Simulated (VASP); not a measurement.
Li2S:

```
Li S
1.0
     0.00000    2.83517    2.83517
     2.83517    0.00000    2.83517
     2.83517    2.83517    0.00000
Li S
2 1
Direct
  0.75000 0.75000 0.75000
  0.25000 0.25000 0.25000
  0.00000 0.00000 0.00000
```

The cell comes from a database or a generator and needn't be the stable form of this composition.

* Program: VASP 6.6.1
* Task: relaxation of cell and atoms
* Functional: PBE
* Dispersion: D3(BJ)
* Potentials or basis: VASP PAW PBE potentials, release 64 (Li_sv, S)
* Cutoff: 600 eV
* k mesh: 8 × 8 × 8
* Occupations: gaussian, width 0.02 eV
* Spin: no spin polarisation

At the start: pressure -2.4 GPa; volume 15.19 Å³/atom.

**Question.** How do energy, volume and symmetry change on relaxing?

**Answer.** Over 3 steps the energy falls by 6.6 meV/atom and the volume is 14.37 Å³/atom (-5.4 %); space group Fm-3m (No. 225, to 0.05 Å).

Step by step:
| step | energy change (eV) | largest force (eV/Å) | pressure (GPa) | volume (Å³) |
| --- | --- | --- | --- | --- |
| 1 | 0.0000 | 0.0000 | -2.38 | 45.58 |
| 2 | -0.0161 | 0.0000 | -1.09 | 44.11 |
| 3 | -0.0198 | 0.0000 | -0.06 | 43.10 |

Final structure:
```cif
data_structure
_symmetry_space_group_name_H-M 'P 1'
_symmetry_Int_Tables_number 1
_cell_length_a 3.9354
_cell_length_b 3.9354
_cell_length_c 3.9354
_cell_angle_alpha 60.000
_cell_angle_beta 60.000
_cell_angle_gamma 60.000
_cell_volume 43.10
loop_
_atom_site_label
_atom_site_type_symbol
_atom_site_fract_x
_atom_site_fract_y
_atom_site_fract_z
_atom_site_occupancy
Li1 Li 0.75000 0.75000 0.75000 1
Li2 Li 0.25000 0.25000 0.25000 1
S1 S 0.00000 0.00000 0.00000 1
```

Caveat: the cutoff is under 1.25 times the usual one of these potentials, so pressure, stress and relaxed cells hold a basis-set (Pulay) error.
